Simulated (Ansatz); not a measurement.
This log comes from Ansatz, run on rocksalt AlN. The cell was relaxed with r2SCAN and then strained (uniaxial -4.0 % along x, other directions held), with the atoms relaxed again with r2SCAN; k points keep the names of the unstrained zone.

The cell given to it:
```
Al N
1.0
     0.00000    2.01887    2.01887
     1.93811    0.00000    2.01887
     1.93811    2.01887    0.00000
Al N
1 1
Direct
  0.00000 0.00000 0.00000
  0.50000 0.50000 0.50000
```

The log, with set-up remarks and timings taken out:
```
scf.n_extra_bands = 4 over 4 filled bands (N_el = 8.0): the run solves 8 bands
Functional definition: HSE06
  parameter a = 0.25
  parameter omega = 0.11/bohr
  exchange = pbe_x - a*pbe_x_sr(omega) + a*exact_x_sr(omega)
  correlation = pbe_c
Crystal: 2 atoms, lattice volume = 15.799 Å³
Basis set: ecut = 420 eV, 323 PW (Γ)
Symmetry: 16 space group operations
Space group: I4/mmm (ITA 139)
k-points: 59 of 512
[warm-up without exact exchange]
SCF 1 stopped early in 2 iterations: F = -923.833016 eV  dr2 = 2.74e-5
[exact exchange on]
Exchange kernel: α = 0.2500, screened, ω = 0.2079 Å⁻¹, Wigner–Seitz truncation, v(0) = 1046.2159 eV·Å³, q-mesh 8×8×8
SCF 2 stopped early in 5 iterations: F = -924.383756 eV  dr2 = 1.54e-6
hybrid outer 1: dexx = +2.314e-3 eV, tail = 6.11e-6 eV
SCF 3 converged in 3 iterations: F = -924.383791 eV  dr2 = 7.23e-9
hybrid outer 2: dexx = +1.343e-7 eV, tail = 1.59e-8 eV, Δε = 1.21e-3 eV
hybrid SCF converged: 2 outer / 8 inner (+2 warm-up)
Free energy (F): -924.383791 eV
Fermi energy:    11.125269 eV
--- Per-component energies (eV) ---
  E_band       = 30.941730
  E_kinetic    = 165.947755
  E_local      = -164.631397
  E_nonlocal   = 53.451449
  E_hartree    = 61.110338
  E_xc         = -84.259406
  E_vxc        = -89.183776
  E_exx        = -18.416260
  E_paw        = -596.827902
  E_vpaw       = -20.029355
  E_ewald      = -340.691470
  E_core_change = -0.066995
--- Forces (eV/Å), atoms counted from 1 ---
  atom   1  Al      0.00000      0.00000      0.00000
  atom   2  N       0.00000      0.00000      0.00000
--- Stress (GPa, compression-positive) ---
       22.216781       0.000000       0.000000
        0.000000       6.246193       0.000000
        0.000000       0.000000       6.246193
  P = ⅓ Tr σ = 11.5697 GPa (115.697 kbar)
--- Band table (eV; the first three rows and the last of 59) ---
  k-point 0: bands = [-8.6060, 10.7634, 11.1253, 11.1253, 18.8900, 24.6569, 24.6569, 25.2291]
  k-point 1: bands = [-8.2505, 9.3684, 10.7215, 10.8665, 19.7320, 23.7310, 25.1238, 25.5600]
  k-point 2: bands = [-7.2383, 6.2020, 10.3019, 10.3104, 19.7755, 24.3624, 24.8674, 25.8203]
  k-point 58: bands = [-3.7694, 4.6522, 4.6522, 6.4059, 21.4659, 23.9949, 23.9949, 26.4761]
```

Levels at the listed points, from bands.tsv (eV from the Fermi energy, bands near the gap, counted from 0):
```tsv
# k_distance	band_0	band_1	band_2	band_3	band_4	band_5	band_6	band_7
# fermi_ev = 11.125269
# [0, 0, 0] at k_distance = 0.000000
# [0.5, 0, 0.5] at k_distance = 1.556116
# [0.625, 0.25, 0.625] at k_distance = 2.117864
# [0.375, 0.375, 0.75] at k_distance = 3.097436
# [0.5, 0.5, 0.5] at k_distance = 4.057089
# [0.5, 0.25, 0.75] at k_distance = 5.157429
# [0, 0.5, 0.5] at k_distance = 6.911957
# levels_relative_to = fermi_ev
0.000	-19.731	-0.362	0.000	0.000	7.765	13.532	13.532	14.104
1.556	-15.114	-8.510	-3.467	-2.873	6.523	6.569	16.549	19.577
2.118	-15.031	-7.519	-6.216	-2.631	7.646	11.262	15.005	17.113
3.097	-15.031	-7.519	-6.216	-2.631	7.646	11.262	15.005	17.113
4.057	-16.093	-9.396	-1.481	-1.326	7.689	12.442	13.551	16.082
5.157	-14.895	-6.473	-6.473	-4.719	10.341	12.870	12.870	15.351
6.912	-14.750	-8.299	-3.506	-3.506	6.083	6.167	17.056	19.888
```
In order the rows are Γ, X, U, K, L, W, X.

**Question.** Which of these blocks stood in the input: relax, gw, phonons, dielectric, magnetization (spin_orbit)?

**Answer.** None of them. A single point prints forces and stress when the output block asks for them.

**Question.** Which k mesh was typed?

**Answer.** 8×8×8, Γ-centred.

**Question.** How were the bands filled?

**Answer.** Fixed occupations.

Run as `ansatz run input.yaml --threads 2 --pin off --max-ram 2211MiB --backend cpu --events-out ev --progress --plain --runs-dir out`. It took 21 s on 2 threads of Arm Neoverse V1, with other jobs on the host; peak host memory 0.79 GiB.

Simulation only: spin-unpolarised, and no claim that this is the phase found in nature.

The stress of a hybrid is loosely converged in these runs.

The meshes of the hybrids are coarse, so their gaps aren't converged to the digits shown.
